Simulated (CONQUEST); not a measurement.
BaTiO3 under changes of volume

One of the cells (12.856 Å³/atom); the others are scaled copies at fixed shape and fractional positions:

```
Ba Ti O
1.0
     3.99980    0.00000    0.00000
     0.00000    3.99980    0.00000
     0.00000    0.00000    4.01800
Ba Ti O
1 1 3
Cartesian
  0.0000 0.0000 0.0000
  1.9999 1.9999 2.0492
  1.9999 0.0000 1.9407
  0.0000 1.9999 1.9407
  1.9999 1.9999 3.9417
```

```yaml
Program: CONQUEST 1.3
Functional: PBE
Potentials_or_basis: PseudoDojo NC PBE, DZ, grid of 48 × 48 × 48 points
k_mesh: 7 × 7 × 7
Occupations: fermi-dirac, width 0.05 eV
Spin: no spin polarisation
```

| volume (Å³/atom) | energy over the lowest point (meV/atom) | pressure (GPa) | gap on the mesh (eV) |
| --- | --- | --- | --- |
| 12.085 | ? | ? | ? |
| 12.342 | 29.83 | 12.6 | 1.90 |
| 12.599 | 12.98 | 8.4 | 1.85 |
| 12.856 | 3.24 | 4.0 | 1.79 |
| 13.113 | 0.00 | 0.4 | 1.74 |
| 13.371 | 1.72 | -2.7 | 1.70 |
| 13.628 | 8.51 | -6.0 | 1.65 |

Q: What does the run at 12.085 Å³/atom give?

A: Energy over the lowest point 53.95 meV/atom; pressure 17.8 GPa; gap on the mesh 1.95 eV.

Worked out: A Birch-Murnaghan fit of order 3 (a polynomial in V^(-2/3)) to the other rows has its minimum at 13.14 Å³/atom with B0 = V·E''(V) = 169 GPa and B' = 6.3 at fixed shape and positions, which overstates the stiffness. It gives 54.92 meV/atom at 12.085 Å³/atom, against the run's 53.95, and -dE/dV = 18.5 GPa, against 17.8. A straight line through the other rows of the gap, of slope -2.52 eV per unit of ln V, extrapolates to 1.95 eV, against the run's 1.95.

Energies are extrapolated to zero smearing.

Caveats: the atomic basis is small; spin-orbit coupling is left out, which moves the levels of the heavy elements; an odd mesh through Γ misses points on the zone boundary, where band edges often lie; the basis of atomic orbitals isn't converged, which shifts pressures, moduli and gaps; the real-space grid is too coarse here: the forces don't sum to zero and aren't listed, and the energy moves when atoms move against the grid (some runs).
